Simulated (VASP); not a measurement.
# MoS2: relaxation of cell and atoms with PBE+D3(BJ)

The system is MoS2.

```
Mo S
1.0
     3.16900    0.00000    0.00000
    -1.58450    2.74443    0.00000
     0.00000    0.00000   12.32400
Mo S
2 4
Direct
  0.33333 0.66667 0.25000
  0.66667 0.33333 0.75000
  0.33333 0.66667 0.62300
  0.66667 0.33333 0.12300
  0.33333 0.66667 0.87700
  0.66667 0.33333 0.37700
```

| Quantity | Value |
| --- | --- |
| Program | VASP 6.6.1 |
| Task | relaxation of cell and atoms |
| Functional | PBE |
| Dispersion | D3(BJ) |
| Potentials or basis | VASP PAW PBE potentials, release 64 (Mo_sv, S) |
| Cutoff | 600 eV |
| k mesh | 12 × 12 × 3 |
| Occupations | gaussian, width 0.03 eV |
| Spin | no spin polarisation |
| Further INCAR settings | ALGO = Normal; EDIFF = 1e-06; IBRION = 2; EDIFFG = -0.01; NSW = 90; ISIF = 3 |

```yaml
Relaxed_volume: 17.30 Å³/atom
Relaxed_cell: a = 3.149 Å, b = 3.149 Å, c = 12.089 Å, α = 90.00°, β = 90.00°, γ = 120.00°
Space_group_after_relaxing_to_0.05_Å: P6_3/mmc (No. 194)
Energy_gained_by_relaxing: 2.8 meV/atom
Ionic_steps: 11
Pressure_after_relaxing: 0.0 GPa
Band_gap_on_the_k_mesh: 0.80 eV, indirect (least direct gap 1.71 eV)
Dispersion_energy_per_atom: -0.438 eV
```

Step by step:
| step | energy change (eV) | largest force (eV/Å) | pressure (GPa) | volume (Å³) |
| --- | --- | --- | --- | --- |
| 1 | 0.0000 | 0.0753 | -2.05 | 107.18 |
| 2 | 0.0163 | 0.5260 | 3.47 | 103.67 |
| 3 | -0.0088 | 0.1417 | -0.09 | 105.86 |
| 4 | -0.0114 | 0.0580 | -0.06 | 105.44 |
| 5 | -0.0115 | 0.0366 | -0.07 | 105.33 |
| 6 | -0.0130 | 0.0355 | -0.03 | 105.08 |
| 7 | -0.0160 | 0.0313 | 0.07 | 104.31 |
| 8 | -0.0149 | 0.0206 | 0.41 | 102.76 |
| 9 | -0.0168 | 0.0313 | 0.21 | 103.72 |
| 10 | -0.0145 | 0.1359 | -1.02 | 104.15 |
| 11 | -0.0169 | 0.0015 | -0.01 | 103.80 |

Final structure:
```
Mo S
1.0
     3.14878    0.00000    0.00000
    -1.57439    2.72692    0.00000
     0.00000    0.00000   12.08852
Mo S
2 4
Direct
  0.33333 0.66667 0.25000
  0.66667 0.33333 0.75000
  0.33333 0.66667 0.62053
  0.66667 0.33333 0.12053
  0.33333 0.66667 0.87947
  0.66667 0.33333 0.37947
```

Levels at points of the mesh, in eV from the valence-band top:
```csv
k point,band 22,band 23,band 24,band 25,band 26,band 27,band 28,band 29,band 30,band 31
"(0.00, 0.00, 0.00)",-2.15,-2.15,-1.27,-1.11,0.00,2.09,2.09,2.13,2.13,2.23
"(0.50, 0.00, 0.00)",-2.55,-1.78,-1.52,-1.49,-1.33,1.62,1.68,2.00,2.31,2.83
```

Run time: 10 min on 2 MPI ranks on Intel(R) Xeon(R) Platinum 8259CL CPU @ 2.50GHz (Skylake/Cascade Lake), with other jobs on the host, peak memory 0.35 GiB a rank.

Caveat: an odd mesh through Γ misses points on the zone boundary, where band edges often lie.
